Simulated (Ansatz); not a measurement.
Runs of Ansatz 0.2.0 on Co. The structure is hexagonal, space group P6_3/mmc (No. 194). The conventional cell has a = 2.472 Å, b = 2.472 Å, c = 4.021 Å, α = 90.00°, β = 90.00°, γ = 120.00°. Co (site symmetry -6m2) is surrounded by 12 Co at 2.47 Å. 

| task | level | cell | cutoff (eV) | smearing | gap on the mesh (eV) | pressure (GPa) | moment (μB) | relaxed volume (Å³/atom) |
| --- | --- | --- | --- | --- | --- | --- | --- | --- |
| relaxation of cell and atoms | BLYP | relaxed | - | fermi-dirac 0.05 eV | - | 0.0 | (b) | 11.36 |
| relaxation of cell and atoms | PBE | relaxed | - | fermi-dirac 0.05 eV | - | 0.0 | 3.25 | 10.87 |
| relaxation of cell and atoms | PBEsol+D3(BJ) | relaxed | - | fermi-dirac 0.05 eV | - | 0.0 | (a) | 10.09 |
| single point | PBE | as given | 315 | gaussian 0.026 eV | none | 4.6 | 3.22 | - |
| single point | PBE | as given | 315 | gaussian 0.019 eV | none | 4.6 | 3.22 | - |

Alike in all rows: potentials or basis all-electron LAPW, scalar-relativistic; spin collinear, ferromagnetic start; k mesh 12 × 12 × 7; basis error allowed 0.001 eV/atom.

Q: Fill in the values left out.

A: (a) 3.05; (b) 3.27.

A k mesh can miss the band edges.

A gap of «none» marks a metal or a gap under the smearing width.

Not every run made on this cell is shown here.
